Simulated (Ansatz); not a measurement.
# P interstitial in BP

The calculation used DFT PBE, scalar-relativistic, plane waves, PAW in Ansatz. (420 eV cutoff, 2×2×2 k-mesh, Gaussian smearing of 0.01 eV, collinear spin in charge 0, +2 alone)

Host crystal, relaxed:

```
CELL_PARAMETERS angstrom
0.00000 2.27410 2.27410
2.27410 0.00000 2.27410
2.27410 2.27410 0.00000
ATOMIC_POSITIONS crystal
B 0.00000 0.00000 0.00000
P 0.25000 0.25000 0.25000
```

Supercell of 32 atoms, rows in host cell vectors: 1 -3 1; -3 1 1; 1 1 -3. Atoms relax at the host's cell, keeping the symmetry that the supercell leaves at the site. The cell is small, so energies carry finite-size errors of tenths of an eV. The host's Kohn–Sham gap is 1.25 eV.

Defect: P interstitial at (0.500, 0.500, 0.500) of the host cell, charge +1.

Problem. Give the relaxed supercell.

Solution.
```xyz
33
Lattice="-4.5482 4.5482 -4.5482 4.5482 -4.5482 -4.5482 -4.5482 -4.5482 4.5482" Properties=species:S:1:pos:R:3 pbc="T T T"
B    -2.2741   -4.5482    2.2741
B    -6.8223   -2.2741    0.0000
B    -2.2741    0.0494   -2.2741
B    -4.5482   -2.2741    2.2741
B    -2.2741   -2.2741    0.0494
B    -4.6406   -4.6406   -4.6406
B    -4.5482    2.2741   -2.2741
B    -2.2741   -4.5976   -2.2741
B    -4.6406    0.0924    0.0924
B    -2.2741   -6.8223    0.0000
B     2.2741   -4.5482   -2.2741
B    -4.5976   -2.2741   -2.2741
B    -2.2741   -2.2741   -4.5976
B    -4.4558   -4.4558   -0.0924
B     0.0494   -2.2741   -2.2741
B     0.0924   -4.6406    0.0924
P    -1.1460   -5.6928    1.1446
P    -1.1460    1.1446   -5.6928
P    -1.0104   -1.0104   -3.5378
P    -3.4036   -3.4036    1.1460
P    -1.0104   -3.5378   -1.0104
P     1.1460   -1.1446   -1.1446
P    -3.4036    1.1460   -3.4036
P    -5.6928   -1.1460    1.1446
P    -3.5378   -1.0104   -1.0104
P    -1.1446    1.1460   -1.1446
P    -1.1446   -1.1446    1.1460
P    -3.5378   -3.5378   -3.5378
P    -5.6928    1.1446   -1.1460
P     1.1446   -1.1460   -5.6928
P     1.1460   -3.4036   -3.4036
P     1.1446   -5.6928   -1.1460
P    -2.2741   -2.2741   -2.2741
```
Around the defect: 4 P at 2.19 Å, 6 B at 2.32 Å. The run ended with a moment of 0.00 μB (no spin polarisation).